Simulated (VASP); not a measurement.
# AgCl in VASP 6.6.1, single-point calculation

INCAR

```
LWAVE = .FALSE.
ALGO = VeryFast
LASPH = .TRUE.
LREAL = .FALSE.
NSW = 0
IBRION = -1
ISMEAR = -1
GGA = PE
ENCUT = 520
EDIFF = 1E-7
ISPIN = 2
NELM = 120
LCHARG = .FALSE.
NBANDS = 16
SIGMA = 0.02
PREC = Accurate
MAGMOM = 3 3
ISIF = 2
```

KPOINTS

```
KPOINTS created by Atomic Simulation Environment
0
Gamma
3 3 3
0 0 0
```

POSCAR

```
Ag Cl
 1.0000000000000000
    -0.0000000000000000    2.9932461610011161    2.9932461610011161
     2.9932461610011161   -0.0000000000000000    2.9932461610011161
     2.9932461610011161    2.9932461610011161    0.0000000000000000
 Ag  Cl
   1   1
Cartesian
  0.0000000000000000  0.0000000000000000  0.0000000000000000
  1.4966230805005580  1.4966230805005580  1.4966230805005580
```

The recommended PBE PAW datasets give the neutral cell 18 valence electrons.

Command

```
mpirun -np 1 vasp_std
```

OSZICAR

```
N       E                     dE             d eps       ncg     rms          rms(c)
RMM:   1     0.184661000332E+03    0.18466E+03   -0.58578E+03   128   0.826E+02
RMM:   2     0.444972635292E+02   -0.14016E+03   -0.13060E+03   128   0.195E+02
RMM:   3     0.854404097563E+01   -0.35953E+02   -0.28375E+02   128   0.837E+01
RMM:   4    -0.776647708214E+00   -0.93207E+01   -0.53884E+01   128   0.431E+01
RMM:   5    -0.194925892985E+01   -0.11726E+01   -0.87583E+00   128   0.180E+01
RMM:   6    -0.215800828981E+01   -0.20875E+00   -0.16689E+00   128   0.847E+00
RMM:   7    -0.219825465201E+01   -0.40246E-01   -0.36967E-01   128   0.418E+00
RMM:   8    -0.220795454892E+01   -0.96999E-02   -0.91787E-02   128   0.218E+00
RMM:   9    -0.221037790704E+01   -0.24234E-02   -0.23382E-02   321   0.114E+00
RMM:  10    -0.221123716463E+01   -0.85926E-03   -0.83605E-03   319   0.648E-01
...
RMM:  15    -0.541082128858E+01   -0.52730E-03   -0.11140E-02   386   0.809E-01    0.140E+00
RMM:  16    -0.540949582090E+01    0.13255E-02   -0.23642E-03   341   0.378E-01    0.418E-01
RMM:  17    -0.540939880352E+01    0.97017E-04   -0.80975E-04   308   0.247E-01    0.657E-02
RMM:  18    -0.540952919256E+01   -0.13039E-03   -0.11034E-04   294   0.914E-02    0.463E-02
RMM:  19    -0.540962073528E+01   -0.91543E-04   -0.58221E-05   301   0.573E-02    0.270E-02
RMM:  20    -0.540961431417E+01    0.64211E-05   -0.18198E-05   298   0.315E-02    0.448E-03
RMM:  21    -0.540961514390E+01   -0.82973E-06   -0.26936E-06   301   0.121E-02    0.235E-03
RMM:  22    -0.540961551776E+01   -0.37386E-06   -0.58557E-07   270   0.579E-03    0.162E-03
RMM:  23    -0.540961558475E+01   -0.66986E-07   -0.21498E-07   247   0.367E-03
   1 F= -.54096156E+01 E0= -.54096156E+01  d E =-.106149E-11  mag=    -0.0000
```

Standard output (part)

```
POSCAR found type information on POSCAR AgCl
 POSCAR found :  2 types and       2 ions
 LDA part: xc-table for (Slater+PW92), standard interpolation
 POSCAR, INCAR and KPOINTS ok, starting setup
 WAVECAR not read
 entering main loop
```

It converged. Results: pressure 1.4 GPa; magnetic moment of the cell 0.00 μB.

These settings aren't sound, so the numbers aren't properties of the crystal.

On sound settings PBE gives a gap of 1.25 eV on its mesh and a pressure of 1.1 GPa for the intended cell.

The run took about 17 s on one core of a shared host (Intel Xeon Platinum 8488C) and held 0.19 GiB at most.
